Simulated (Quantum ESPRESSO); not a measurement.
## Ag: equation of state with vdW-DF2

Ag:

```
CELL_PARAMETERS angstrom
0.00000 2.04275 2.04275
2.04275 0.00000 2.04275
2.04275 2.04275 0.00000
ATOMIC_POSITIONS crystal
Ag 0.00000 0.00000 0.00000
```

| Quantity | Value |
| --- | --- |
| Program | Quantum ESPRESSO 7.5 |
| Task | equation of state |
| Functional | vdW-DF2 |
| Potentials or basis | PseudoDojo 0.4.1 SR PBE standard |
| Cutoff | 1116 eV |
| Density cutoff | 4463 eV |
| k mesh | 11 × 11 × 11 |
| Occupations | fermi-dirac, width 0.05 eV |
| Spin | no spin polarisation |

```yaml
Equilibrium_volume: outside the volumes run
```

Energy against volume, from the lowest point:
```tsv
volume (Å³/atom)	energy (meV/atom)
16.025	216.18
16.366	163.46
16.707	118.48
17.048	80.37
17.389	48.35
17.730	21.79
18.071	0.00
```

All runs of the series together: 7.6 min on 1 thread of Arm Neoverse V2, on a shared host.

Caveat: the potentials were made for another functional, which shifts forces and pressure.
